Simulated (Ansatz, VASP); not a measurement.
## Cross-check of Ga19P19H30 (GaP wire along [111], 38 atoms a period, H-terminated) between VASP and Ansatz

Wanted: the spread between two codes on one cell, functional and k mesh. The structure shown is the start of the Ansatz relaxation below; VASP solves that cell, so the two are compared at the walk's first step.

Program: Ansatz 0.2.0. Level of theory: plane waves, with VASP 6.6.1 beside it; single point at PBE. Results are calculated unless marked as measured.

### 1. Starting point

The cell holds 68 atoms: 19 Ga, 19 P and 30 H. Its edges and angles: a = 17.172 Å, b = 18.636 Å, c = 9.544 Å, α = 90.0°, β = 90.0°, γ = 90.0°. Vacuum lies along a and b. The structure's axis is c.

### 2. Ansatz: relaxation, PBE

Ansatz runs on its PAW soft_1 files.

The two programs are compared at the cell with which this relaxation starts, whose forces are those of its first step.

File input.yaml:

```yaml
crystal:
  lattice:
    - [17.172, 0.0, 0.0]
    - [0.0, 18.636, 0.0]
    - [0.0, 0.0, 9.5435999497]
  atoms:
    - { symbol: Ga, position: [0.273122793, 0.624489296, 0.0] }
    - { symbol: Ga, position: [0.386567888, 0.443432625, 0.0] }
    - { symbol: Ga, position: [0.500012984, 0.624489296, 0.0] }
    - { symbol: Ga, position: [0.726903175, 0.624489296, 0.0] }
    - { symbol: P, position: [0.273122793, 0.624489296, 0.25] }
    - { symbol: P, position: [0.386567888, 0.443432625, 0.25] }
    - { symbol: P, position: [0.500012984, 0.262375954, 0.25] }
    - { symbol: P, position: [0.500012984, 0.624489296, 0.25] }
    - { symbol: P, position: [0.61345808, 0.443432625, 0.25] }
    - { symbol: P, position: [0.726903175, 0.624489296, 0.25] }
    - { symbol: H, position: [0.197996739, 0.423047087, 0.278148008] }
    - { symbol: H, position: [0.273122793, 0.303147032, 0.278148008] }
    - { symbol: H, position: [0.42488693, 0.785160429, 0.278148008] }
    - { symbol: H, position: [0.575139038, 0.785160429, 0.278148008] }
    - { symbol: H, position: [0.726903175, 0.303147032, 0.278148008] }
    - { symbol: H, position: [0.802029229, 0.423047087, 0.278148008] }
    - { symbol: H, position: [0.205128959, 0.588316917, 0.299946212] }
    - { symbol: H, position: [0.273122793, 0.696834055, 0.299946212] }
    - { symbol: H, position: [0.43201915, 0.226203575, 0.299946212] }
    - { symbol: H, position: [0.568006818, 0.226203575, 0.299946212] }
    - { symbol: H, position: [0.726903175, 0.696834055, 0.299946212] }
    - { symbol: H, position: [0.794897009, 0.588316917, 0.299946212] }
    - { symbol: Ga, position: [0.273122793, 0.383080402, 0.333333333] }
    - { symbol: Ga, position: [0.386567888, 0.564137073, 0.333333333] }
    - { symbol: Ga, position: [0.500012984, 0.383080402, 0.333333333] }
    - { symbol: Ga, position: [0.500012984, 0.745193744, 0.333333333] }
    - { symbol: Ga, position: [0.61345808, 0.564137073, 0.333333333] }
    - { symbol: Ga, position: [0.726903175, 0.383080402, 0.333333333] }
    - { symbol: P, position: [0.273122793, 0.383080402, 0.583333333] }
    - { symbol: P, position: [0.386567888, 0.564137073, 0.583333333] }
    - { symbol: P, position: [0.500012984, 0.383080402, 0.583333333] }
    - { symbol: P, position: [0.500012984, 0.745193744, 0.583333333] }
    - { symbol: P, position: [0.61345808, 0.564137073, 0.583333333] }
    - { symbol: P, position: [0.726903175, 0.383080402, 0.583333333] }
    - { symbol: H, position: [0.197996739, 0.543751534, 0.611481341] }
    - { symbol: H, position: [0.311441835, 0.724808205, 0.611481341] }
    - { symbol: H, position: [0.386567888, 0.242794808, 0.611481341] }
    - { symbol: H, position: [0.61345808, 0.242794808, 0.611481341] }
    - { symbol: H, position: [0.688584134, 0.724808205, 0.611481341] }
    - { symbol: H, position: [0.802029229, 0.543751534, 0.611481341] }
    - { symbol: H, position: [0.205128959, 0.346908022, 0.633279545] }
    - { symbol: H, position: [0.500012984, 0.817538503, 0.633279545] }
    - { symbol: H, position: [0.794897009, 0.346908022, 0.633279545] }
    - { symbol: Ga, position: [0.273122793, 0.503784849, 0.666666667] }
    - { symbol: Ga, position: [0.386567888, 0.322728178, 0.666666667] }
    - { symbol: Ga, position: [0.386567888, 0.68484152, 0.666666667] }
    - { symbol: Ga, position: [0.500012984, 0.503784849, 0.666666667] }
    - { symbol: Ga, position: [0.61345808, 0.68484152, 0.666666667] }
    - { symbol: Ga, position: [0.61345808, 0.322728178, 0.666666667] }
    - { symbol: Ga, position: [0.726903175, 0.503784849, 0.666666667] }
    - { symbol: P, position: [0.273122793, 0.503784849, 0.916666667] }
    - { symbol: P, position: [0.386567888, 0.322728178, 0.916666667] }
    - { symbol: P, position: [0.386567888, 0.68484152, 0.916666667] }
    - { symbol: P, position: [0.500012984, 0.503784849, 0.916666667] }
    - { symbol: P, position: [0.61345808, 0.68484152, 0.916666667] }
    - { symbol: P, position: [0.61345808, 0.322728178, 0.916666667] }
    - { symbol: P, position: [0.726903175, 0.503784849, 0.916666667] }
    - { symbol: H, position: [0.197996739, 0.664455981, 0.944814675] }
    - { symbol: H, position: [0.500012984, 0.182442584, 0.944814675] }
    - { symbol: H, position: [0.802029229, 0.664455981, 0.944814675] }
    - { symbol: H, position: [0.205128959, 0.46761247, 0.966612879] }
    - { symbol: H, position: [0.318574055, 0.286555799, 0.966612879] }
    - { symbol: H, position: [0.386567888, 0.757186279, 0.966612879] }
    - { symbol: H, position: [0.61345808, 0.757186279, 0.966612879] }
    - { symbol: H, position: [0.681451913, 0.286555799, 0.966612879] }
    - { symbol: H, position: [0.794897009, 0.46761247, 0.966612879] }
    - { symbol: Ga, position: [0.500012984, 0.262375954, 0.0] }
    - { symbol: Ga, position: [0.61345808, 0.443432625, 0.0] }
kpoints:
  mp_grid: { grid: [1, 1, 9] }
scf:
  occupations: { method: fermi_dirac, width: 0.05 }
hamiltonian:
  xc: pbe
  pseudopotentials: { kind: paw, azcp: { folder: soft_1 } }
relax:
  cell: { fix: [a, b, alpha, beta, gamma] }
  max_steps: 45
  f_tol: 0.03
```

Started as:

```bash
ansatz run input.yaml --threads 4 --pin off --max-ram 16384MiB --backend cpu --events-out ev --progress --plain --runs-dir out
```

Numbers of over 12 decimals in the logs are rounded to 6 here.

The program printed:

```text
Engine: ansatz 0.2.0, aarch64-unknown-linux-gnu
Pseudopotentials: kind: paw
Pseudopotential: Ga, paw, valence charge 13, recommended cutoff 420 eV (normal), soft_1/Ga.paw.azcp
Pseudopotential: P, paw, valence charge 5, recommended cutoff 420 eV (normal), soft_1/P.paw.azcp
Pseudopotential: H, paw, valence charge 1, recommended cutoff 420 eV (normal), soft_1/H.paw.azcp
Functional definition: PBE
  parameter kappa = 0.804
  parameter beta = 0.066725
  exchange = pbe_x(kappa = kappa, mu = beta*pi^2/3)
  correlation = pbe_c(beta = beta)
Crystal: 68 atoms, lattice volume = 3054.118 Å³
Basis set: ecut = 420 eV, 59625 PW (Γ), exchange–correlation on 240×250×128 points (8 copies of the dense FFT grid, shifted against one another)
Bands: 254, of which v1, the nominal top of the filled ones, is band 186 counted from 1 (185 counted from 0)
Symmetry: 2 space group operations
Space group: Pm (ITA 6), of the structure as read, at distance tolerance 1.5e-4 Å
k-points: 5 of 9 (time reversal used)
Non-local potential: Ga, projectors of the file, l = 0: 2, l = 1: 2, l = 2: 3, l = 3: 1
Non-local potential: P, projectors of the file, l = 0: 2, l = 1: 2, l = 2: 1
Non-local potential: H, projectors of the file, l = 0: 2, l = 1: 1
PAW form: soft (Blöchl's): semilocal exchange-correlation on the pseudo side does not see the compensation charge
PAW one-centre angular grid: Ga, 590 points (default); XC on 64 Gauss nodes
PAW one-centre angular grid: P, 110 points (default); XC on 64 Gauss nodes
PAW one-centre angular grid: H, 110 points (default); XC on 64 Gauss nodes
Initial density: superposition of atomic densities (neutral atoms: chi_scale 0, normalization atom)
Initial wavefunctions: pseudopotential atomic-orbital guess
Functional: x = pbe(κ = 0.804, μ = 0.219515), c = pbe(β = 0.066725)
SCF iter   1: F=—  HF=-86731.267931 eV  |F-HF|=—  |Δ(HF+E_count)|=         —  Δρ=3.65e-2  dr2=3.86e1  ethr=3.10e-3  ⟨swp⟩=8.4  Hψ=6264  notcnv=0  defer=104
preconditioner: auto → Resta (q_TF=auto, 1.921 Å⁻¹)  ε∞=1.9  [insulator: Δε(μ)=3.290 eV  Ē_g=13.813 eV  σ=0.050 eV  W_gap=1.00  n_scr=360 (ndim 8)  ℏωp=13.0 eV  f_vac=0.574  D(μ)=0.00/eV (n_scr^D=0)  ε∞_Penn≈1.9  vacuum switching on, ρ_ref=1.4e-2 e/Å³]
SCF iter   2: F=—  HF=-86721.158045 eV  |F-HF|=—  |Δ(HF+E_count)|=    1.01e1  Δρ=1.69e-2  dr2=7.10e0  ethr=3.10e-3  ⟨swp⟩=4.0  Hψ=2451  notcnv=0  defer=313
SCF iter   3: F=—  HF=-86719.828562 eV  |F-HF|=—  |Δ(HF+E_count)|=    1.33e0  Δρ=4.06e-3  dr2=8.74e-1  ethr=1.91e-3  ⟨swp⟩=3.4  Hψ=1943  notcnv=0  defer=313
SCF iter   4: F=—  HF=-86719.480201 eV  |F-HF|=—  |Δ(HF+E_count)|=   3.48e-1  Δρ=1.61e-3  dr2=8.65e-2  ethr=2.35e-4  ⟨swp⟩=4.6  Hψ=2505  notcnv=0  defer=305
SCF iter   5: F=—  HF=-86719.481548 eV  |F-HF|=—  |Δ(HF+E_count)|=   1.35e-3  Δρ=5.52e-4  dr2=1.30e-2  ethr=2.33e-5  ⟨swp⟩=2.4  Hψ=1932  notcnv=0  defer=305
SCF iter   6: F=—  HF=-86719.483375 eV  |F-HF|=—  |Δ(HF+E_count)|=   1.83e-3  Δρ=2.08e-4  dr2=1.81e-3  ethr=3.48e-6  ⟨swp⟩=3.0  Hψ=2194  notcnv=0  defer=305
SCF iter   7: F=—  HF=-86719.483982 eV  |F-HF|=—  |Δ(HF+E_count)|=   6.06e-4  Δρ=7.34e-5  dr2=1.33e-4  ethr=4.85e-7  ⟨swp⟩=2.0  Hψ=1795  notcnv=0  defer=305
SCF iter   8: F=—  HF=-86719.484198 eV  |F-HF|=—  |Δ(HF+E_count)|=   2.16e-4  Δρ=2.09e-5  dr2=1.53e-5  ethr=3.58e-8  ⟨swp⟩=2.0  Hψ=1893  notcnv=0  defer=305
SCF iter   9: F=—  HF=-86719.484077 eV  |F-HF|=—  |Δ(HF+E_count)|=   1.21e-4  Δρ=9.36e-6  dr2=3.44e-6  ethr=4.11e-9  ⟨swp⟩=2.0  Hψ=2200  notcnv=0  defer=305
SCF iter  10: F=—  HF=-86719.484077 eV  |F-HF|=—  |Δ(HF+E_count)|=   2.85e-7  Δρ=1.85e-6  dr2=1.55e-7  ethr=9.24e-10  ⟨swp⟩=2.0  Hψ=1895  notcnv=0  defer=305
SCF iter  11: F=-86719.484077 eV  HF=-86719.484077 eV  |F-HF|=9.75e-9  |Δ(HF+E_count)|=   1.32e-7  Δρ=6.54e-7  dr2=1.79e-8  ethr=2.69e-11  ⟨swp⟩=5.0  Hψ=3700  notcnv=0
SCF 1 converged in 11 iterations: F = -86719.484077 eV  dr2 = 1.79e-8
  greatest PAW one-centre occupation: 0.994 electrons in one spin orbital (limit 2), on the Ga atom at site 3 (counted from 0), in its partial waves of l = 2
relax step   1: F+E_penalty+E_count = -86719.48407744 eV  Δ(F+E_penalty+E_count) = +0.000e0 eV  max|allowed force component| = 8.189e-1 eV/Å  Δτ_max = 0.0000 Å  P = -0.185 GPa  Ω = 3054.118 Å³  fix = [a, b, alpha, beta, gamma]  reactions: a -0.315, b -0.316 GPa; alpha -0.001 GPa/rad  (11 SCF iters, dr2 threshold 1.00e-7 eV, accepted)
Crystal: 68 atoms, lattice volume = 3054.061 Å³
Initial density: handed on by an earlier stage of this run
Initial wavefunctions: those handed on with the density
iter 1 solved again at ethr=6.89e-4 eV; its pass at ethr=3.10e-3 eV (dr2=2.56e0 eV) is discarded
SCF iter   1: F=—  HF=-86720.986153 eV  |F-HF|=—  |Δ(HF+E_count)|=         —  Δρ=1.25e-2  dr2=2.65e0  ethr=6.89e-4  ⟨swp⟩=5.0  Hψ=6712  notcnv=0
[...]
atom  19  H     -0.00198871     0.00030830     0.00135806
  atom  20  H      0.00198871     0.00030830     0.00135806
  atom  21  H     -0.00124223     0.00158224     0.00136315
  atom  22  H      0.00069480    -0.00183070     0.00139400
  atom  23  Ga     0.00672108     0.00390940    -0.00551336
  atom  24  Ga     0.00714647    -0.00409924     0.00224219
  atom  25  Ga     0.00000000     0.00826615     0.00221435
  atom  26  Ga     0.00000000    -0.00765144    -0.00546649
  atom  27  Ga    -0.00714647    -0.00409924     0.00224219
  atom  28  Ga    -0.00672108     0.00390940    -0.00551336
  atom  29  P     -0.00557936    -0.00321122    -0.00039795
  atom  30  P     -0.00779424     0.00437978     0.00376076
  atom  31  P      0.00000000    -0.00890213     0.00377642
  atom  32  P      0.00000000     0.00636371    -0.00057594
  atom  33  P      0.00779424     0.00437978     0.00376076
  atom  34  P      0.00557936    -0.00321122    -0.00039795
  atom  35  H     -0.00280148     0.00040220     0.00124715
  atom  36  H     -0.00170177     0.00212821     0.00123838
  atom  37  H     -0.00104473    -0.00254824     0.00124848
  atom  38  H      0.00104473    -0.00254824     0.00124848
  atom  39  H      0.00170177     0.00212821     0.00123838
  atom  40  H      0.00280148     0.00040220     0.00124715
  atom  41  H      0.00228874     0.00129302     0.00418081
  atom  42  H      0.00000000    -0.00261024     0.00421940
[...]
atom  61  H     -0.00135879     0.00093044    -0.00086118
  atom  62  H      0.00009809    -0.00169846    -0.00084735
  atom  63  H     -0.00149017     0.00080535    -0.00082711
  atom  64  H      0.00149017     0.00080535    -0.00082711
  atom  65  H     -0.00009809    -0.00169846    -0.00084735
  atom  66  H      0.00135879     0.00093044    -0.00086118
  atom  67  Ga     0.00000000     0.00180476    -0.00232101
  atom  68  Ga    -0.00229666     0.00128360     0.00164948
  max |Σ_I F_I| component: 3.03e-6 eV/Å
--- Stress (GPa, compression-positive) ---
        0.003348       0.000000       0.000000
        0.000000       0.000614       0.000017
        0.000000       0.000017      -0.001758
  P = ⅓ Tr σ = 0.0007 GPa (0.007 kbar)
--- Relaxed structure (5 steps of the walk, 5 accepted, 1 SCFs on fresh bases) ---
  F+E_penalty+E_count = -86720.80782542 eV   max|allowed force component| = 1.518e-2 eV/Å   (the final SCF, on the basis selected at the relaxed cell)
  cell:  # Å, volume = 3055.2791 Å³
    - [17.172, 0.0, 0.0]
    - [0.0, 18.636, 0]
    - [0.0, 0, 9.547228]
  atoms:
    - { symbol: Ga, position: [0.267357, 0.627568, -0.0066035] }
    - { symbol: Ga, position: [0.388226, 0.444323, 0.00869265] }
    - { symbol: Ga, position: [0.500013, 0.622742, 0.00868643] }
    - { symbol: Ga, position: [0.732669, 0.627568, -0.0066035] }
    - { symbol: P, position: [0.279264, 0.621220, 0.244351] }
    - { symbol: P, position: [0.384481, 0.442320, 0.256408] }
    - { symbol: P, position: [0.500013, 0.268898, 0.244344] }
    - { symbol: P, position: [0.500013, 0.626719, 0.256408] }
    - { symbol: P, position: [0.615545, 0.442320, 0.256408] }
    - { symbol: P, position: [0.720762, 0.621220, 0.244351] }
    - { symbol: H, position: [0.196354, 0.427172, 0.278601] }
    - { symbol: H, position: [0.276190, 0.299755, 0.278622] }
    - { symbol: H, position: [0.420178, 0.784420, 0.278630] }
    - { symbol: H, position: [0.579848, 0.784420, 0.278630] }
    - { symbol: H, position: [0.723836, 0.299755, 0.278622] }
    - { symbol: H, position: [0.803672, 0.427172, 0.278601] }
    - { symbol: H, position: [0.210476, 0.590808, 0.301580] }
    - { symbol: H, position: [0.273439, 0.691314, 0.301594] }
    - { symbol: H, position: [0.437041, 0.229196, 0.301549] }
    - { symbol: H, position: [0.562985, 0.229196, 0.301549] }
    - { symbol: H, position: [0.726587, 0.691314, 0.301594] }
    - { symbol: H, position: [0.789550, 0.590808, 0.301580] }
    - { symbol: Ga, position: [0.266951, 0.379789, 0.327098] }
    - { symbol: Ga, position: [0.391398, 0.561573, 0.341513] }
    - { symbol: Ga, position: [0.500013, 0.388214, 0.341503] }
    - { symbol: Ga, position: [0.500013, 0.751777, 0.327132] }
    - { symbol: Ga, position: [0.608628, 0.561573, 0.341513] }
    - { symbol: Ga, position: [0.733075, 0.379789, 0.327098] }
    - { symbol: P, position: [0.279017, 0.386212, 0.578256] }
    - { symbol: P, position: [0.386174, 0.564350, 0.589383] }
    - { symbol: P, position: [0.500013, 0.382651, 0.589378] }
    - { symbol: P, position: [0.500013, 0.738942, 0.578282] }
    - { symbol: P, position: [0.613852, 0.564350, 0.589383] }
    - { symbol: P, position: [0.721009, 0.386212, 0.578256] }
    - { symbol: H, position: [0.193959, 0.545792, 0.612916] }
    - { symbol: H, position: [0.307484, 0.726990, 0.612905] }
    - { symbol: H, position: [0.386483, 0.238535, 0.612953] }
    - { symbol: H, position: [0.613543, 0.238535, 0.612953] }
    - { symbol: H, position: [0.692541, 0.726990, 0.612905] }
    - { symbol: H, position: [0.806067, 0.545792, 0.612916] }
    - { symbol: H, position: [0.211995, 0.350553, 0.632123] }
    - { symbol: H, position: [0.500013, 0.810250, 0.632156] }
    - { symbol: H, position: [0.788030, 0.350553, 0.632123] }
    - { symbol: Ga, position: [0.269289, 0.505641, 0.661951] }
    - { symbol: Ga, position: [0.386390, 0.318738, 0.661956] }
    - { symbol: Ga, position: [0.382909, 0.686987, 0.661954] }
    - { symbol: Ga, position: [0.500013, 0.503786, 0.669100] }
    - { symbol: Ga, position: [0.617117, 0.686987, 0.661954] }
    - { symbol: Ga, position: [0.613636, 0.318738, 0.661956] }
    - { symbol: Ga, position: [0.730737, 0.505641, 0.661951] }
    - { symbol: P, position: [0.278956, 0.506905, 0.913648] }
    - { symbol: P, position: [0.392407, 0.325825, 0.913650] }
    - { symbol: P, position: [0.386553, 0.678644, 0.913648] }
    - { symbol: P, position: [0.500013, 0.503792, 0.919965] }
    - { symbol: P, position: [0.613473, 0.678644, 0.913648] }
    - { symbol: P, position: [0.607619, 0.325825, 0.913650] }
    - { symbol: P, position: [0.721070, 0.506905, 0.913648] }
    - { symbol: H, position: [0.192028, 0.667620, 0.946594] }
    - { symbol: H, position: [0.500013, 0.176109, 0.946545] }
    - { symbol: H, position: [0.807998, 0.667620, 0.946594] }
    - { symbol: H, position: [0.211836, 0.471199, 0.966658] }
    - { symbol: H, position: [0.325293, 0.290109, 0.966660] }
    - { symbol: H, position: [0.386549, 0.750061, 0.966636] }
    - { symbol: H, position: [0.613477, 0.750061, 0.966636] }
    - { symbol: H, position: [0.674733, 0.290109, 0.966660] }
    - { symbol: H, position: [0.788190, 0.471199, 0.966658] }
    - { symbol: Ga, position: [0.500013, 0.256251, -0.00660319] }
    - { symbol: Ga, position: [0.611800, 0.444323, 0.00869265] }
```

The column dr2 measures how far the density is from self-consistency, as an energy; F and HF (Harris–Foulkes) agree once it is small.

(Continued in part 2 of 2.)

[Lines on the potential files, build, host, timing and source positions are cut from VASP's logs without a mark.]

[Logs are printed without paths, hosts, clocks, repeated set-up lines and the standing remarks that a program may print on its own settings, such as how far it seeks lower states.]

[Hosts, paths, dates, database ids (printed as entryN), source tags and the programs' standing remarks are cut or masked in the printed files.]
